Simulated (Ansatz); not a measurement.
In TlCl (CsCl type) the Tl atom of the primitive cell, with all its periodic images, is moved by 0.02 Å along x.

```
Tl Cl
1.0
     3.90000    0.00000    0.00000
     0.00000    3.90000    0.00000
     0.00000    0.00000    3.90000
Tl Cl
1 1
Direct
  0.00513 0.00000 0.00000
  0.50000 0.50000 0.50000
```

Theory: PBE, plane waves, all-electron PAW datasets generated for the crystal, point nucleus in Ansatz.

Cutoff 240 eV; k-mesh 8×8×8 Γ-centred; Fermi–Dirac smearing of 0.1 eV; no spin polarisation; no spin–orbit coupling.

Question: What force results, and what does it mean for the zone-centre vibration?

Answer: The force on it along the displacement is -0.0008 eV/Å, a force constant of 0.04 eV/Å². The energy is nearly flat along this displacement on this mesh.

| atom | Fx (eV/Å) | Fy (eV/Å) | Fz (eV/Å) |
| --- | --- | --- | --- |
| Tl1 | -0.0008 | 0.0000 | 0.0000 |
| Cl2 | 0.0008 | 0.0000 | 0.0000 |

Spin–orbit coupling is left out, which matters for 6p elements such as Tl, Pb and Bi.
